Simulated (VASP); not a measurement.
The system is TlCl.

```
CELL_PARAMETERS angstrom
3.83400 0.00000 0.00000
0.00000 3.83400 0.00000
0.00000 0.00000 3.83400
ATOMIC_POSITIONS crystal
Tl 0.00000 0.00000 0.00000
Cl 0.50000 0.50000 0.50000
```

- Program: VASP 6.6.1
- Task: relaxation of cell and atoms
- Functional: PBE
- Dispersion: D3(BJ)
- Potentials or basis: VASP PAW PBE potentials, release 64 (Tl_d, Cl)
- Cutoff: 600 eV
- k mesh: 8 × 8 × 8
- Occupations: gaussian, width 0.02 eV
- Spin: no spin polarisation

At the start: pressure 0.4 GPa; volume 28.18 Å³/atom.

Task: Where does the relaxation end?

Result: Over 9 steps the energy falls by 17.4 meV/atom and the volume is 30.05 Å³/atom (+6.6 %); space group Pm-3m (No. 221, to 0.05 Å).

Step by step:
| step | energy change (eV) | largest force (eV/Å) | pressure (GPa) | volume (Å³) |
| --- | --- | --- | --- | --- |
| 1 | 0.0000 | 0.0000 | 0.44 | 56.36 |
| 2 | -0.0024 | 0.0000 | 0.84 | 56.99 |
| 3 | -0.0262 | 0.0000 | 2.26 | 58.93 |
| 4 | -0.0126 | 0.0000 | -1.57 | 62.92 |
| 5 | -0.0296 | 0.0000 | -1.32 | 61.19 |
| 6 | -0.0348 | 0.0000 | 0.09 | 60.05 |
| 7 | -0.0348 | 0.0000 | -0.05 | 60.13 |
| 8 | -0.0347 | 0.0000 | 0.28 | 59.96 |
| 9 | -0.0348 | 0.0000 | 0.01 | 60.10 |

Final structure:
```
CELL_PARAMETERS angstrom
3.91700 0.00000 0.00000
0.00000 3.91700 0.00000
0.00000 0.00000 3.91700
ATOMIC_POSITIONS crystal
Tl 0.00000 0.00000 0.00000
Cl 0.50000 0.50000 0.50000
```
